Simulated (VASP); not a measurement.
Input of a VASP 6.6.1 run:

File INCAR:

```
SYSTEM = TiO2
PREC     = Accurate       ! precision mode
ENCUT    = 600            ! plane-wave cutoff, eV
EDIFF    = 1E-7           ! SCF threshold, eV
ISMEAR   = 0              ! smearing method
SIGMA    = 0.03           ! smearing width, eV
LREAL    = .FALSE.        ! projectors in reciprocal space
LASPH    = .TRUE.         ! aspherical terms in the spheres
NELM     = 80             ! most SCF steps
ALGO     = Normal         ! electronic algorithm
ISIF     = 3              ! what is computed and relaxed
LWAVE    = .FALSE.        ! write WAVECAR
LCHARG   = .FALSE.        ! write CHGCAR
IBRION   = 2              ! ionic algorithm
NSW      = 90             ! ionic steps
EDIFFG   = -0.005         ! ionic threshold
KPAR     = 2
```

Contents of KPOINTS:

```
Automatic mesh
0
G
  10 10 10
  0 0 0
```

Contents of POSCAR:

```
TiO2                                    
1.0
   -1.8726581781      1.8726581781      4.7286320851
    1.8726581781     -1.8726581781      4.7286320851
    1.8726581781      1.8726581781     -4.7286320851
  Ti              O             
     2     4
Direct
     0.0000000000000000    0.0000000000000000    0.0000000000000000
     0.7500000000000000    0.2500000000000000    0.5000000000000000
     0.2081656994928678    0.2081656994928678    1.0000000000000000
     0.9581656994928677    0.4581656994928678    0.5000000000000000
     0.5418343005071323    0.0418343005071322    0.5000000000000000
     0.7918343005071323    0.7918343005071323    0.0000000000000000
```

Potentials or basis: VASP PAW LDA potentials, release 64 (Ti_sv, O).

Command:

```console
$ cat potpaw_LDA.64/Ti_sv/POTCAR potpaw_LDA.64/O/POTCAR > POTCAR
$ mpirun -np 2 vasp_std > vasp.out
```

Problem. What does it give for the space group after relaxing (to 0.05 Å)?

Solution. I4_1/amd (No. 141).

Problem. What does it give for the relaxed cell?

Solution. a = 5.421 Å, b = 5.421 Å, c = 5.421 Å, α = 139.57°, β = 139.57°, γ = 58.50°.

Problem. Predict the relaxed volume.

Solution. 11.06 Å³/atom.

Problem. Estimate the band gap on the k mesh.

Solution. 2.06 eV, indirect (least direct gap 2.41 eV).

Final structure:
```
CELL_PARAMETERS angstrom
-1.87295 1.87295 4.72936
1.87295 -1.87295 4.72936
1.87295 1.87295 -4.72936
ATOMIC_POSITIONS crystal
Ti 0.00000 0.00000 0.00000
Ti 0.75000 0.25000 0.50000
O 0.20817 0.20817 0.00000
O 0.95817 0.45817 0.50000
O 0.54183 0.04183 0.50000
O 0.79183 0.79183 0.00000
```

A k mesh can miss the band edges. Expect the measured gap to be larger: semilocal functionals such as LDA lack the derivative discontinuity.
